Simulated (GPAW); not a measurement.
Here is a GPAW 26.7.0 calculation.

run.py

```python
from ase.eos import EquationOfState
from ase.io import Trajectory, read
from ase.units import GPa
from gpaw import GPAW, PW, setup_paths

setup_paths.insert(0, '.')

atoms = read('POSCAR')

traj = Trajectory('eos.traj', 'w')
volumes, energies = [], []
for x in [0.94, 0.96, 0.98, 1.0, 1.02, 1.04, 1.06]:
    a = atoms.copy()
    a.set_cell(atoms.cell * x**(1 / 3), scale_atoms=True)
    calc = GPAW(mode=PW(600),
                xc='GGA_X_PBEINT+GGA_C_PBEINT',
                kpts={'size': (11, 11, 11), 'gamma': True},
                occupations={'name': 'fermi-dirac', 'width': 0.05},
                nbands=14,
                convergence={'density': 1e-05, 'energy': 1e-05},
                maxiter=150,
                txt=f'eos-{x:.2f}.txt')
    a.calc = calc
    energies.append(a.get_potential_energy(force_consistent=True))
    volumes.append(a.get_volume())
    p = -a.get_stress()[:3].mean() / GPa
    calc.write(f'eos-{x:.2f}.gpw')
    traj.write(a)
    print(f'{x:.2f} {volumes[-1]:10.4f} A^3 {energies[-1]:14.6f} eV {p:9.3f} GPa', flush=True)

v0, e0, B = EquationOfState(volumes, energies, eos='birchmurnaghan').fit()
print(f'V0 = {v0:.4f} A^3, E0 = {e0:.6f} eV, B0 = {B / GPa:.2f} GPa')
```

The input POSCAR:

```
Au
1.0
    0.0000000000      2.0350000000      2.0350000000
    2.0350000000      0.0000000000      2.0350000000
    2.0350000000      2.0350000000      0.0000000000
Au
1
Direct
    0.0000000000      0.0000000000      0.0000000000
```

Potentials or basis: PAW data sets generated in the run's folder for this functional, pw.

Launch:

```bash
$ gpaw-setup -f GGA_X_PBEINT+GGA_C_PBEINT Au
$ OMP_NUM_THREADS=1 python run.py
```

Problem. Predict the bulk modulus.

Solution. 165 GPa.

Problem. Predict the equilibrium volume.

Solution. 17.43 Å³/atom.

Energy against volume, from the lowest point:
| volume (Å³/atom) | energy (meV/atom) |
| --- | --- |
| 15.843 | 92.14 |
| 16.181 | 54.32 |
| 16.518 | 27.46 |
| 16.855 | 10.21 |
| 17.192 | 1.41 |
| 17.529 | 0.00 |
| 17.866 | 5.05 |

Caveat: with this Au data set, volumes or pressures lay over 1.5 % or 2 GPa off other programs in two to four cells of ten. Spin-orbit coupling is left out, which matters for the levels of Au.

**Experimental background.**

From “Exploring toroidal anvil profiles for larger sample volumes above 4 Mbar”, 2024, pmc:11102561, for a bulk crystal of Au: bulk modulus 167 GPa.

Against the measured bulk modulus of Au, 167 GPa (quoted in “Exploring toroidal anvil profiles for larger sample volumes above 4 Mbar”, 2024, pmc:11102561), the calculated 165 GPa is off by -1.0 %. The fit is for a static lattice scaled at fixed shape and fixed fractional positions.
